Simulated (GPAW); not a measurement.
Ti2O:

```xyz
3
Lattice="2.9194 0.0000 0.0000 -1.4597 2.5283 0.0000 0.0000 0.0000 4.7130" Properties=species:S:1:pos:R:3 pbc="T T T"
Ti    0.0000    1.6855    3.3993
Ti    1.4597    0.8428    1.3137
O     0.0000    0.0000    0.0000
```

| Quantity | Value |
| --- | --- |
| Program | GPAW 26.7.0 |
| Task | relaxation of cell and atoms |
| Functional | PBEsol |
| Potentials or basis | PAW data sets generated in the run's folder for this functional |
| Cutoff | 800 eV |
| Basis | pw |
| k mesh | 7 × 7 × 4 |
| Occupations | fermi-dirac, width 0.05 eV |
| Spin | no spin polarisation |

At the start: pressure 5.3 GPa; volume 11.60 Å³/atom.

Problem. How do energy, volume and symmetry change on relaxing?

Solution. Over 11 steps the energy falls by 34.4 meV/atom and the volume is 11.93 Å³/atom (+2.9 %); space group P-3m1 (No. 164, to 0.05 Å).

Step by step:
```
step  energy change (eV)  largest force (eV/Å)  pressure (GPa)  volume (Å³)
   1              0.0000                1.3077            5.33        34.79
   2             -0.0486                0.8892            4.13        34.98
   3             -0.0976                0.0711            1.73        35.47
   4             -0.0996                0.0180            1.13        35.59
   5             -0.1011                0.0530            0.41        35.73
   6             -0.1024                0.0401           -0.28        35.86
   7             -0.1030                0.0028           -0.57        35.90
   8             -0.1032                0.0237           -0.51        35.89
   9             -0.1032                0.0326           -0.31        35.85
  10             -0.1033                0.0216           -0.07        35.81
  11             -0.1032                0.0062            0.01        35.80
```

Final structure:
```
Ti O
1.0
     2.95601    0.00000    0.00000
    -1.47801    2.55998    0.00000
     0.00000    0.00000    4.73112
Ti O
2 1
Direct
  0.33333 0.66667 0.73579
  0.66667 0.33333 0.26421
  0.00000 0.00000 0.00000
```

Caveat: later steps reuse the first step's grids.
